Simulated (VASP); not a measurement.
**Si: relaxation of cell and atoms with RPBE**

Si:

```
Si
1.0
     4.12095    0.00000    0.00000
    -2.06047    3.56885    0.00000
     0.00000    0.00000    2.65479
Si
2
Direct
  0.33333 0.66667 0.50000
  0.66667 0.33333 0.50000
```

The cell was built by a generator and needn't be a form met in nature.

```
Program                : VASP 6.6.1
Task                   : relaxation of cell and atoms
Functional             : RPBE
Potentials or basis    : VASP PAW PBE potentials, release 64 (Si)
Cutoff                 : 600 eV
k mesh                 : 8 × 8 × 10
Occupations            : fermi-dirac, width 0.05 eV
Spin                   : no spin polarisation
Further INCAR settings : ALGO = Fast; EDIFF = 1e-06; IBRION = 2; EDIFFG = -0.01; NSW = 60; ISIF = 3
```

```json
{
  "Relaxed volume": "19.80 Å³/atom",
  "Relaxed cell": "a = 4.145 Å, b = 4.145 Å, c = 2.662 Å, α = 90.00°, β = 90.00°, γ = 120.00°",
  "Space group after relaxing (to 0.05 Å)": "P6/mmm (No. 191)",
  "Energy gained by relaxing": "1.1 meV/atom",
  "Ionic steps": "5",
  "Pressure after relaxing": "0.0 GPa",
  "Band gap on the k mesh": "none (metal or under the smearing width)"
}
```

Step by step:
| step | energy change (eV) | largest force (eV/Å) | pressure (GPa) | volume (Å³) |
| --- | --- | --- | --- | --- |
| 1 | 0.0000 | 0.0005 | 1.16 | 39.04 |
| 2 | -0.0016 | 0.0004 | -0.55 | 39.85 |
| 3 | -0.0022 | 0.0001 | 0.04 | 39.56 |
| 4 | -0.0022 | 0.0001 | 0.04 | 39.57 |
| 5 | -0.0023 | 0.0001 | -0.03 | 39.61 |

Final structure:
```yaml
crystal:
  lattice:
    - [4.14512, 0.00005, 0.00000]
    - [-2.07252, 3.58981, 0.00000]
    - [0.00000, 0.00000, 2.66172]
  atoms:
    - { symbol: Si, position: [0.33333, 0.66667, 0.50000] }
    - { symbol: Si, position: [0.66667, 0.33333, 0.50000] }
```

Levels at points of the mesh, in eV from the Fermi level:
```csv
k point,band 1,band 2,band 3,band 4,band 5,band 6,band 7,band 8
"(0.00, 0.00, 0.00)",-12.21,-2.86,-2.86,-2.80,1.25,1.25,5.65,6.40
"(0.50, 0.00, 0.00)",-10.42,-8.73,-4.02,-1.25,6.07,7.02,7.04,7.82
"(0.50, 0.50, 0.00)",-10.42,-8.73,-4.02,-1.25,6.07,7.02,7.04,7.82
"(0.00, 0.00, 0.50)",-8.34,-5.81,-0.18,-0.18,1.16,3.08,4.27,4.27
"(0.50, 0.00, 0.50)",-6.52,-4.94,-4.20,-2.56,-1.19,2.90,3.89,5.13
"(0.50, 0.50, 0.50)",-6.52,-4.94,-4.20,-2.56,-1.19,2.90,3.89,5.13
```

It took 80 s on 1 thread of Intel(R) Xeon(R) Platinum 8488C (Sapphire Rapids), on a shared host, peak memory 0.19 GiB.

Caveat: the PAW data sets were made with another functional, which shifts forces and pressure a little.
